## A gap that disappears in the last step

With C09-vdW, germanium has a gap of 0.059 eV until spin-orbit coupling is added, and none afterwards. The crystal, the electron density and the functional are the same before and after this step. The row therefore ends with the same zero as LDA and optB88-vdW, which had no gap to lose. One printed value covers different electronic states, and the trend makes sense only when they are separated.

Germanium in the diamond structure at a fixed cubic edge of 5.658 Å, computed with GPAW 26.7.0: plane-wave PAW DFT with the gpaw-data 1.2.1 data sets, a 600 eV cutoff, an 8 × 8 × 8 k mesh and Fermi-Dirac smearing of 0.05 eV. Gaps are taken along a path of special points and include spin-orbit coupling, added after self-consistency.

| functional | gap on path (eV) |
| --- | --- |
| LDA | 0.000 |
| r2SCAN | 0.362 |
| C09-vdW | 0.000 |
| M06-L | 0.364 |
| optB88-vdW | 0.000 |
| rSCAN | 0.343 |

The gap on path is the distance between the highest filled and the lowest empty level along a line of special points in reciprocal space. Three functionals give zero and three give about 0.35 eV. The atoms sit in the same places in every row, so a change of volume cannot produce this split. What the rows with a gap share is that their functional uses the kinetic-energy density of the orbitals; the others use only the electron density.

## Two levels decide the matter

At the centre of the Brillouin zone, called Γ, two levels lie close to the gap. One is a single level built mainly from atomic s orbitals, with opposite signs on the two atoms of the cell, so it is antibonding. The other is a set of three equal levels built from bonding p orbitals. In a normal semiconductor the triplet is full and forms the top of the valence band, while the singlet lies above it and is empty.

Call the energy of the lowest conduction level minus that of the triplet $\delta$, taken before spin-orbit coupling. For r2SCAN the conduction level is the singlet at Γ, and $\delta$ is 0.46 eV. For optB88-vdW the singlet lies below the triplet, so that $\delta$, still measured to the singlet, is −0.04 eV. The two rows thus differ by 0.50 eV in the order of their levels, although their printed gaps differ by only 0.36 eV.

## Why an inverted order gives exactly zero

The cell has eight valence electrons, enough to fill four levels with two electrons each. With the normal order, these are the lowest bonding s level and the three p levels, and a gap can follow. If the singlet drops below the triplet, it takes two electrons, and only four are left for a triplet that could hold six. The highest filled and the lowest empty level then belong to the same set, and the symmetry of the crystal keeps them at the same energy.

Pushing the singlet further down does not change this result. A printed zero therefore tells us that the gap is closed, but not how far the functional is from opening it. Grey tin is a well-known real crystal with this inverted order. Real germanium is a semiconductor, so here the zero is an error of the calculation and no sign of a metal.

## What spin-orbit coupling does

An electron in a p orbital has orbital angular momentum, and its spin couples to it. With spin included, the triplet holds six states, which split into a group of four and a group of two, separated by an energy $D$. The coupling leaves the average energy of the six states unchanged. The four must therefore rise by $D/3$ and the two must fall by $2D/3$, since $4 \times D/3 = 2 \times 2D/3$.

An s-like level has no orbital angular momentum to couple to and stays where it is, to first order. The valence top rises towards a conduction level that does not move, and the gap shrinks by $D/3$. If the top overtakes the singlet, the electron count of the inverted case applies again: the group of four states holds only two electrons. This gives a short formula,

$$E_\text{gap} = \max\left(0,\ \delta - \frac{D}{3}\right).$$

## The estimate worked through

The size of the shift can be read from r2SCAN. Spin-orbit coupling lifts its valence edge from 5.766 to 5.866 eV, while its conduction edge stays at 6.227 eV. This gives $D/3 = 0.10$ eV and $D = 0.30$ eV. It also shows directly that the valence side does all the moving.

Now take C09-vdW. Its $\delta$ of 0.059 eV less the shift of 0.10 eV gives −0.04 eV, so the levels have changed order and the gap is zero. The shift is borrowed from a run that leaves the exchange-correlation potential out of the spin-orbit term, whereas the C09-vdW run includes it. The splittings are also flagged as too wide in every row. The conclusion can bear both faults, because any $D$ above three times 0.059 eV, or about 0.18 eV, closes this gap, and the splitting in real germanium is roughly 0.3 eV.

The r2SCAN row supplied the shift and so cannot test it. The tests are rSCAN and M06-L, whose final gaps follow from their own $\delta$ and the same shift to within about a thousandth of an eV. This supports the account of the last step, although all three rows share the same treatment of the spin-orbit term. It does not explain why $\delta$ is large in one group of functionals and near zero in the other.

## Why the kinetic-energy density opens the gap

LDA assigns an energy to each point according to the density there. C09-vdW and optB88-vdW add the density gradient and a correlation term that links distant points, but they too depend on the density alone. (No separate dispersion correction was added on top.) All three act on every orbital through the same local potential. The gap between orbital energies in such a potential lacks a contribution, the derivative discontinuity, that belongs to the true cost of moving an electron from the valence to the conduction band.

The other three functionals are meta-GGAs, which also depend on the kinetic-energy density $\tau = \tfrac12\sum_i|\nabla\psi_i|^2$, a measure of how steeply the filled orbitals $\psi_i$ vary. In these calculations the dependence adds to the energy of an orbital $\psi$ the term

$$\Delta\varepsilon = \frac12\int v_\tau\,|\nabla\psi|^2\,d^3r,$$

where $v_\tau$ is the derivative of the exchange-correlation energy density with respect to $\tau$. The term differs from one orbital to another, which a common local potential does not allow. Part of the missing contribution can enter the gap in this way.

In rSCAN and r2SCAN, exchange generally binds less strongly where $\tau$ is higher, so $v_\tau$ tends to be positive and steep orbitals are pushed up. The levels at Γ fit this in one respect: from optB88-vdW to r2SCAN the smooth lowest valence level drops by 0.52 eV relative to the triplet. Which of the two levels at the gap is pushed more is harder to say. The antibonding singlet is steep in the middle of the bond, where the bonding p levels are smooth, but the p levels have nodes at the nuclei and are steep there. The local part of the potential also changes with the functional. The shape of the orbitals alone therefore does not fix the sign of the change in $\delta$. Nor is the opening confined to the singlet: the empty p-like triplet at Γ also rises, by 0.19 eV against 0.50 eV for the singlet.

That the orbital-dependent term widens the gap comes from theory, and the data agree with it without proving it. A direct test would evaluate the integral for both levels, and those values are not available. In M06-L the flexible form does not fix the sign of $v_\tau$ so clearly. The data do show that the step between the groups is large: $\delta$ grows by 0.40 eV from C09-vdW to r2SCAN, but differs by only 0.10 eV between C09-vdW and optB88-vdW.

## Equal gaps of different kinds

M06-L and r2SCAN end with gaps of 0.364 and 0.362 eV, which looks like close agreement. Yet r2SCAN has a direct gap, with both edges at Γ, while the gap of M06-L is indirect. Before spin-orbit coupling, the smallest direct gap of M06-L is 0.07 eV wider than its indirect one. The conduction edge thus lies away from the valence top. The Fermi level sits 0.012 eV below the middle of the gap, as expected if the edge is formed by the four valleys at the zone-boundary point L, which slightly outnumber the three valence levels. Real germanium has its conduction edge at L too.

The same spin-orbit shift works for both rows because it acts on the valence top, wherever the conduction edge lies. The two band structures are closer than the labels direct and indirect suggest. If the singlet stood alone against three valence levels, the Fermi level of r2SCAN would lie above the middle of the gap, but it lies 0.013 eV below, almost as in M06-L. This is what one expects if the L valleys of r2SCAN lie only just above its singlet. The two functionals then nearly agree at L and differ mainly at Γ, and a small shift of the singlet decides which kind of gap is reported.

The fixed cell also favours M06-L. This functional puts the crystal under a pressure of about 3 GPa, so it would expand if allowed to. As a rough rule, the direct gap at Γ changes by 0.1 eV per GPa, which means a loss of about 0.3 eV on expansion. The gap of M06-L would then probably become direct and much smaller.

## How far the gaps are from experiment

The measured gap of germanium is roughly 0.7 eV at low temperature, so even the widest gap here is only about half of it. Lattice vibrations are missing from the calculation, but they would narrow the computed gap further and so do not explain the shortfall. The meta-GGAs repair one qualitative failure, a semiconductor without a gap, and leave a large quantitative error. In r2SCAN and rSCAN the gap is direct, though apparently by a narrow margin, while that of real germanium is indirect. All runs keep only four electrons per atom in the valence, so the 3d shell is frozen; how much this moves $\delta$ is not tested here.



## The question LDA leaves open

LDA has no gap even before spin-orbit coupling, but the energies of its singlet and triplet are not given. There is an indirect clue. The coupling lifts its Fermi level by only 0.010 eV, against 0.030 eV in optB88-vdW. This is expected if the singlet lies further below the triplet and the L valleys lie so low that the raised valence top reaches them and spills electrons into them. The zero of LDA would then hide a slight overlap of bands, beyond the touching of levels at Γ. LDA would contract the crystal slightly if the cell were free, and by the same rough rule this would raise $\delta$ at Γ by about 0.1 eV. That is about as much as spin-orbit coupling takes away. Since LDA has no gap before the coupling, its $\delta$ is zero at best, and the two shifts then roughly cancel. By this estimate LDA germanium at its own volume would still have no gap, or almost none. A firm answer needs the energies of the two levels at Γ and of the valleys at L.
